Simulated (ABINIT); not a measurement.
# La2O3 (P321) in ABINIT: relaxation of cell and atoms with PBEsol

Aim: the relaxation of cell and atoms of La2O3 with PBEsol.

Everything below comes from runs of ABINIT 10.8.3 (patched build). Logs are shortened: lines on timing, memory, paths and dates and some standing lists are left out, and cuts for length are marked. The log counts tension as positive stress, the text compression.

## 1. The structure

It takes space group P321 (No. 150, trigonal). Conventional cell: a = 6.370 Å, b = 6.370 Å, c = 3.290 Å, α = 90.00°, β = 90.00°, γ = 120.00°. Around La (site symmetry 3) lie 6 O at 2.46 to 2.47 Å. O (site symmetry 2) is surrounded by 4 La at 2.46 to 2.47 Å.

The cell comes from a database or a generator and needn't be the stable form of this composition.

## 2. Relaxation of cell and atoms, PBEsol

Contents of run.abi:

```
# Pseudopotentials
pp_dirpath "./"
pseudos "La.GGA_PBE-JTH.xml, O.GGA_PBE-JTH.xml"

# Structure
acell 12.0380707696 12.0380707695 6.2169990374
rprim
     1.0000000000     0.0000000000     0.0000000000
    -0.5000000000     0.8660254038     0.0000000000
     0.0000000000     0.0000000000     1.0000000000
ntypat 2
znucl 57 8
natom 5
typat 1 1 2 2 2
xred
     0.6666666667     0.3333333333     0.4981030000
     0.3333333333     0.6666666667     0.5018970000
     0.5046070000     0.0000000000     0.0000000000
     0.0000000000     0.5046070000     0.0000000000
     0.4953930000     0.4953930000     0.0000000000
chkprim 0
chksymtnons 0
tolsym 1.0e-6

# Plane-wave basis
ecut 23.0
pawecutdg 45.0
pawxcdev 0

# k points
kptopt 1
ngkpt 3 3 5
nshiftk 1
shiftk 0.0 0.0 0.0

# Exchange and correlation
ixc -116133

# Bands and occupations
nband 27
occopt 3
tsmear 0.00183747

# SCF cycle
nstep 100
tolvrs 1.0e-9

# Output
iomode 3
prtwf 0
prtden 0
prteig 0
prtebands 0
enunit 2
prtvol 2

# Relaxation
ionmov 2
ntime 60
tolmxf 0.0005
optcell 2
dilatmx 1.08
ecutsm 0.5
```

Potentials or basis: JTH PAW PBE v2.0.

Run with:

```bash
abinit run.abi > log 2>&1
```

run.abo:

```text
.Version 10.8.3 of ABINIT
 Symmetries : space group P3 2 1 (#150); Bravais hP (primitive hexag.)
================================================================================
 Values of the parameters that define the memory need of the present run
     intxc =       0    ionmov =       2      iscf =      17    lmnmax =      32
     lnmax =       8     mgfft =      60  mpssoang =       4    mqgrid =    3401
     natom =       5  nloc_mem =       2    nspden =       1   nspinor =       1
    nsppol =       1      nsym =       6    n1xccc =       1    ntypat =       2
    occopt =       3   xclevel =       2
       mpw =        5238          nfft =      108000          nkpt =          11
 PAW method is used; the additional fine FFT grid is defined by:
   mgfftf=        80    nfftf =    288000
================================================================================
================================================================================

--------------------------------------------------------------------------------
------------- Echo of variables that govern the present computation ------------
--------------------------------------------------------------------------------
 -outvars: echo values of preprocessed input variables --------
            acell      1.2038070770E+01  1.2038070770E+01  6.2169990374E+00 Bohr
              amu      1.38905500E+02  1.59994000E+01
          chkprim           0
      chksymtnons           0
          dilatmx      1.08000000E+00
             ecut      2.30000000E+01 Hartree
           ecutsm      5.00000000E-01 Hartree
           enunit           2
           ionmov           2
              ixc     -116133
         kptrlatt        3    0    0      0    3    0      0    0    5
          kptrlen      3.10849952E+01
            natom           5
            nband          27
            ngfft          60      60      30
          ngfftdg          80      80      45
             nkpt          11
            nstep         100
             nsym           6
            ntime          60
           ntypat           2
           occopt           3
          optcell           2
        pawecutdg      4.50000000E+01 Hartree
         pawxcdev           0
           prtden           0
        prtebands           0
           prteig           0
           prtvol           2
            prtwf           0
            rprim      1.0000000000E+00  0.0000000000E+00  0.0000000000E+00
                      -5.0000000000E-01  8.6602540380E-01  0.0000000000E+00
                       0.0000000000E+00  0.0000000000E+00  1.0000000000E+00
          spgroup         150
           tolmxf      5.00000000E-04
           tolsym      1.00000000E-06
           tolvrs      1.00000000E-09
           tsmear      1.83747000E-03 Hartree
            typat      1  1  2  2  2
           useylm           1
           xangst      3.1851363551E+00  1.8389393320E+00  1.6387061750E+00
                       1.7639280605E-11  3.6778786641E+00  1.6511880336E+00
                       3.2144842015E+00 -5.1040819683E-16  0.0000000000E+00
                      -1.6072421007E+00  2.7838249786E+00  0.0000000000E+00
                       1.5778942544E+00  2.7329930175E+00  0.0000000000E+00
            xcart      6.0190353848E+00  3.4750916997E+00  3.0967058715E+00
                       3.3333409402E-11  6.9501833994E+00  3.1202931659E+00
                       6.0744947768E+00 -9.6453170443E-16  0.0000000000E+00
                      -3.0372473884E+00  5.2606667919E+00  0.0000000000E+00
                       2.9817879964E+00  5.1646083072E+00  0.0000000000E+00
             xred      6.6666666667E-01  3.3333333333E-01  4.9810300000E-01
                       3.3333333333E-01  6.6666666667E-01  5.0189700000E-01
                       5.0460700000E-01 -9.2518585385E-17  0.0000000000E+00
                       1.1645969978E-29  5.0460700000E-01  0.0000000000E+00
                       4.9539300000E-01  4.9539300000E-01  0.0000000000E+00
            znucl       57.00000    8.00000

================================================================================

 chkinp: Checking input parameters for consistency.

[... 1480 lines left out ...]
   0.00000    0.00000    0.00000
 kpt#  11, nband= 27, wtk=  0.08889, kpt=  0.3333  0.3333  0.4000 (reduced coord)
  -1.06921   -1.06921   -0.60366   -0.60366   -0.56190   -0.48522   -0.48522   -0.48324
  -0.45993   -0.44210   -0.44210   -0.06155   -0.05085   -0.05085   -0.04612   -0.01520
  -0.01520   -0.01345    0.00584    0.00584    0.19789    0.19789    0.20282    0.20365
   0.20365    0.20680    0.21261
      occupation numbers for kpt#  11
   2.00000    2.00000    2.00000    2.00000    2.00000    2.00000    2.00000    2.00000
   2.00000    2.00000    2.00000    2.00000    2.00000    2.00000    2.00000    2.00000
   2.00000    2.00000    2.00000    2.00000    0.00000    0.00000    0.00000    0.00000
   0.00000    0.00000    0.00000
 Fermi (or HOMO) energy (eV) =   1.63821   Average Vxc (eV)=  -8.69573
 Eigenvalues (   eV  ) for nkpt=  11  k points:
 kpt#   1, nband= 27, wtk=  0.02222, kpt=  0.0000  0.0000  0.0000 (reduced coord)
 -29.51440  -29.29654  -16.48909  -16.48908  -14.79203  -13.04239  -13.04238  -12.25006
 -11.89809  -11.16286  -11.16285   -2.31530   -1.19180   -1.19179   -1.00183   -1.00183
  -0.01826   -0.01826    0.22645    0.51393    2.44545    4.46188    4.99508    4.99508
   5.87524    5.88841    5.88926
 kpt#   2, nband= 27, wtk=  0.13333, kpt=  0.3333  0.0000  0.0000 (reduced coord)
 -29.46965  -29.34393  -16.50056  -16.23236  -15.31037  -12.98355  -12.46918  -12.17959
 -11.97641  -11.50920  -11.21425   -1.92221   -1.19379   -1.11383   -0.87118   -0.80907
  -0.59208   -0.11502    0.03732    0.10521    3.15218    4.72033    5.07969    5.21338
   5.71192    5.87665    5.92715
 kpt#   3, nband= 27, wtk=  0.04444, kpt=  0.3333  0.3333  0.0000 (reduced coord)
 -29.40744  -29.40744  -16.51248  -15.81862  -15.81861  -12.92484  -12.08071  -12.08071
 -11.94729  -11.94729  -11.26816   -1.34185   -1.34184   -1.19615   -1.16521   -0.41120
  -0.41120   -0.40177   -0.40177   -0.01781    4.07713    4.07713    5.22482    5.55441
   5.55441    5.72022    5.88375
 kpt#   4, nband= 27, wtk=  0.04444, kpt=  0.0000  0.0000  0.2000 (reduced coord)
 -29.39009  -29.19083  -16.14560  -16.14558  -15.80574  -12.92719  -12.88363  -12.88360
[... 23 lines left out ...]
 kpt#   9, nband= 27, wtk=  0.13333, kpt=  0.3333  0.0000  0.4000 (reduced coord)
 -29.14173  -29.04670  -16.78706  -15.93097  -15.28484  -13.64739  -13.12020  -12.83121
 -12.66363  -12.55752  -11.41876   -1.86252   -1.78434   -1.15116   -0.92105   -0.86858
  -0.34620   -0.19886    0.31785    0.39599    5.19262    5.37950    5.45918    5.50035
   5.57238    5.59708    5.70151
 kpt#  10, nband= 27, wtk=  0.13333, kpt= -0.3333  0.0000  0.4000 (reduced coord)
 -29.14173  -29.04670  -16.78706  -15.93092  -15.28494  -13.64703  -13.11902  -12.83749
 -12.65748  -12.55871  -11.41894   -1.86178   -1.78328   -1.16091   -0.91599   -0.86464
  -0.34216   -0.20517    0.31928    0.39590    5.19329    5.37950    5.45871    5.50051
   5.57055    5.59700    5.70219
 kpt#  11, nband= 27, wtk=  0.08889, kpt=  0.3333  0.3333  0.4000 (reduced coord)
 -29.09455  -29.09455  -16.42631  -16.42630  -15.29021  -13.20339  -13.20339  -13.14976
 -12.51528  -12.03010  -12.03010   -1.67484   -1.38370   -1.38369   -1.25502   -0.41354
  -0.41354   -0.36607    0.15898    0.15898    5.38494    5.38495    5.51894    5.54170
   5.54171    5.62742    5.78538
 Total charge density [el/Bohr^3]
)     Maximum=    1.0472E+00  at reduced coord.    0.5000    0.5000    0.0000
)Next maximum=    1.0472E+00  at reduced coord.    0.0000    0.5000    0.0000
)     Minimum=   -4.4166E-03  at reduced coord.    0.3250    0.6625    0.4889
)Next minimum=   -4.4166E-03  at reduced coord.    0.3375    0.6625    0.4889
   Integrated=    4.0000E+01

--- !EnergyTerms
iteration_state     : {dtset: 1, itime: 10, icycle: 1, }
comment             : Components of total free energy in Hartree
kinetic             :  4.24945635038717E+01
hartree             :  3.96866376105615E+01
xc                  : -2.97098947427001E+01
Ewald energy        : -7.17009687313326E+01
psp_core            :  7.41978430069105E+00
local_psp           : -1.06766357680779E+02
PAW spherical_terms :  5.88760437364181E+00
internal            : -1.12688631366046E+02
'-kT*entropy'       : -2.79105234925078E-10
total_energy        : -1.12688631366325E+02
total_energy_eV     : -3.06641387364004E+03
...

--- !EnergyTermsDC
iteration_state     : {dtset: 1, itime: 10, icycle: 1, }
comment             : '"Double-counting" decomposition of free energy'
band_energy         : -1.37732993567527E+01
Ewald energy        : -7.17009687313326E+01
psp_core            :  7.41978430069105E+00
xc_dc               : -4.08719539033097E+01
PAW spherical_terms :  6.23781135300298E+00
internal            : -1.12688626337701E+02
'-kT*entropy'       : -2.79105234925078E-10
total_energy_dc     : -1.12688626337980E+02
total_energy_dc_eV  : -3.06641373681180E+03
...

--- !EnergyTermsWithPAWCore
iteration_state     : {dtset: 1, itime: 10, icycle: 1, }
comment             : 'Components of total free energy, including PAW core contributions'
Total energy        : -1.72058345828142E+04
Total energy DC     : -1.72058345777858E+04
Total energy (eV)   : -4.68194610517414E+05
Total energy DC (eV): -4.68194610380586E+05
...

 rms coord change=  2.4218E-03   atom, delta coord (reduced):
     1       -0.000000000000      0.000000000000      0.003232038502
     2        0.000000000000      0.000000000000     -0.003232038502
     3       -0.004095158002      0.000000000000      0.000000000000
     4        0.000000000000     -0.004095158002      0.000000000000
     5        0.004095158002      0.004095158002      0.000000000000

 Cartesian components of stress tensor (hartree/bohr^3)
  sigma(1 1)= -4.61451997E-06  sigma(3 2)=  0.00000000E+00
  sigma(2 2)= -4.61452016E-06  sigma(3 1)=  0.00000000E+00
  sigma(3 3)= -2.46579404E-06  sigma(2 1)= -4.68322088E-14

-Cartesian components of stress tensor (GPa)         [Pressure=  1.1469E-01 GPa]
- sigma(1 1)= -1.35763865E-01  sigma(3 2)=  0.00000000E+00
- sigma(2 2)= -1.35763870E-01  sigma(3 1)=  0.00000000E+00
- sigma(3 3)= -7.25461652E-02  sigma(2 1)= -1.37785115E-09

== END DATASET(S) ==============================================================
================================================================================

 -outvars: echo values of variables after computation  --------
            acell      1.1929410905E+01  1.1929410905E+01  6.1621937517E+00 Bohr
           etotal     -1.1268862634E+02
            fcart     -0.0000000000E+00  1.3552527156E-21 -2.6933463620E-04
                      -0.0000000000E+00  1.3552527156E-21  2.6933463620E-04
                      -5.4426298002E-05  2.6102407461E-16  1.5020572750E-30
                       2.7213149001E-05 -4.7134556704E-05 -3.7551431875E-31
                       2.7213149001E-05  4.7134556703E-05 -3.7551431875E-31
            rprim      1.0000000000E+00  0.0000000000E+00  0.0000000000E+00
                      -4.9999999999E-01  8.6602540379E-01  0.0000000000E+00
                       0.0000000000E+00  0.0000000000E+00  1.0000000000E+00
           strten     -4.6145199745E-06 -4.6145201632E-06 -2.4657940357E-06
                       0.0000000000E+00  0.0000000000E+00 -4.6832208752E-14
           xangst      3.1563861931E+00  1.8223404183E+00  1.6347996672E+00
                       1.7480416245E-11  3.6446808365E+00  1.6260928331E+00
                       3.1596173351E+00 -4.0464085821E-16  0.0000000000E+00
                      -1.5798086675E+00  2.7363088785E+00  0.0000000000E+00
                       1.5765775255E+00  2.7307123763E+00  0.0000000000E+00
             xred      6.6666666667E-01  3.3333333333E-01  5.0133503850E-01
                       3.3333333333E-01  6.6666666667E-01  4.9866496150E-01
                       5.0051184200E-01 -7.4014868308E-17  0.0000000000E+00
                       7.4014868308E-17  5.0051184200E-01  0.0000000000E+00
                       4.9948815800E-01  4.9948815800E-01  0.0000000000E+00
 Calculation completed.
```

It took 10 min on 1 thread of Intel Xeon 6975P-C (Granite Rapids), shared host; peak memory 0.26 GiB.

What came out:

* Free energy: -3066.4137 eV
* Relaxed volume: 22.51 Å³/atom
* Relaxed cell: a = 6.313 Å, b = 6.313 Å, c = 3.261 Å, α = 90.00°, β = 90.00°, γ = 120.00°
* Space group after relaxing (to 0.05 Å): P6/mmm (No. 191)
* Energy gained by relaxing: 5.0 meV/atom
* Ionic steps: 10
* Pressure after relaxing: 0.1 GPa
* Largest force after relaxing: 0.014 eV/Å
* Band gap on the k mesh: 1.65 eV, indirect (least direct gap 1.93 eV)
* Valence electrons inside the program's atomic spheres: La 7.99; O 4.50

Forces in eV/Å, atoms in the order of the input:
```
La   0.000  0.000 -0.014
La   0.000  0.000  0.014
O   -0.003  0.000  0.000
O    0.001 -0.002  0.000
O    0.001  0.002  0.000
```

Step by step:
| step | energy change (eV) | largest force (eV/Å) | pressure (GPa) | volume (Å³) |
| --- | --- | --- | --- | --- |
| 1 | 0.0000 | 0.0440 | -2.46 | 115.62 |
| 2 | -0.0119 | 0.0421 | -1.73 | 114.75 |
| 3 | -0.0230 | 0.0363 | 0.00 | 112.80 |
| 4 | -0.0232 | 0.0357 | -0.03 | 112.81 |
| 5 | -0.0238 | 0.0303 | -0.03 | 112.68 |
| 6 | -0.0238 | 0.0291 | 0.01 | 112.62 |
| 7 | -0.0240 | 0.0260 | 0.09 | 112.52 |
| 8 | -0.0241 | 0.0199 | 0.17 | 112.43 |
| 9 | -0.0245 | 0.0114 | 0.19 | 112.42 |
| 10 | -0.0248 | 0.0138 | 0.11 | 112.54 |

Final structure:
```
La O
1.0
     6.31277    0.00000    0.00000
    -3.15639    5.46702    0.00000
     0.00000    0.00000    3.26089
La O
2 3
Direct
  0.66667 0.33333 0.50134
  0.33333 0.66667 0.49866
  0.50051 0.00000 0.00000
  0.00000 0.50051 0.00000
  0.49949 0.49949 0.00000
```

Caveat: the PAW data sets were made with another functional, which shifts forces and pressure a little; spin-orbit coupling is left out, which moves the levels of the heavy elements; an odd mesh through Γ misses points on the zone boundary, where band edges often lie.
